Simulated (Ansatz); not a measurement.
An Ansatz input (plane waves, PAW) for ZnCu that has something wrong with it:

```yaml
crystal:
  lattice:
    - [2.9652259791, 0.0, 0.0]
    - [0.0, 2.9652259791, 0.0]
    - [0.0, 0.0, 2.9652259791]
  atoms:
    - { symbol: Zn, position: [0.5, 0.5, 0.5] }
    - { symbol: Cu, position: [0.0, 0.0, 0.0] }
basis:
  ecutwfc: 420
  ecutrho_ratio: 4
kpoints:
  mp_grid: { grid: [1, 1, 1] }
hamiltonian:
  xc: pbe
scf:
  occupations: { method: gaussian, width: 0.05 }
  max_iter: 60
output:
  forces: true
  stress: true
```

Launched as:
```sh
ansatz run input.yaml --threads 4 --pin off --max-ram 7168MiB --backend cpu --events-out ev --progress --plain --runs-dir out
```

Q: What is wrong with it?

A: One k-point for a small cell. Against the sound input: kpoints.mp_grid.grid: [12, 12, 12] → [1, 1, 1] (the cap on iterations is only a precaution).

What the program printed:

SCF trace (energy estimate counted from the last row):
| iteration | ΔE (eV) | density residual (eV) |
| --- | --- | --- |
| 1 | -0.276 | 9.83e-1 |
| 2 | -0.253 | 6.94e-1 |
| 3 | -0.013 | 4.18e-2 |
| 4 | -2.2e-03 | 4.60e-3 |
| 5 | -1.1e-04 | 6.03e-4 |
| 6 | -7.6e-05 | 2.77e-4 |
| 7 | -7.0e-06 | 2.97e-5 |
| 8 | 0.000 | 6.16e-7 |
| 9 | 0.000 | 5.23e-9 |

```
SCF 1 converged in 9 iterations: F = -9943.700277 eV  dr2 = 5.23e-9
SCF converged after 9 iterations
Free energy (F): -9943.700277 eV
E sigma→0 (E₀):  -9943.673776 eV
Entropy (-TS):   -0.053001 eV (-26.501 meV/atom)
Fermi energy:    20.266918 eV
--- Forces (eV/Å), atoms counted from 1 ---
  atom   1  Zn     0.00000000     0.00000000     0.00000000
  atom   2  Cu     0.00000000     0.00000000     0.00000000
--- Stress (GPa, compression-positive) ---
       10.326926       0.000000       0.000000
        0.000000      10.326926       0.000000
        0.000000       0.000000      10.326926
  P = ⅓ Tr σ = 10.3269 GPa (103.269 kbar)
```

The run converged all the same; its pressure of 10 GPa shows the fault against the sound run's. Its energy lies 354 meV/atom from the sound one. Cost: 0.26 s on 4 threads of Arm Neoverse V2 (shared host), peak memory 0.27 GiB. The run before the change (PBE, 420 eV, 12×12×12 mesh) gave:

```tsv
run	P (GPa)	gap on the mesh (eV)	cell moment (μB)	largest force component (eV/Å)
sound	0.0	metal	–	0.000
spoiled	10.3	metal	–	0.000
```

The chain of runs began from a cell as deposited in COD, expanded in volume.
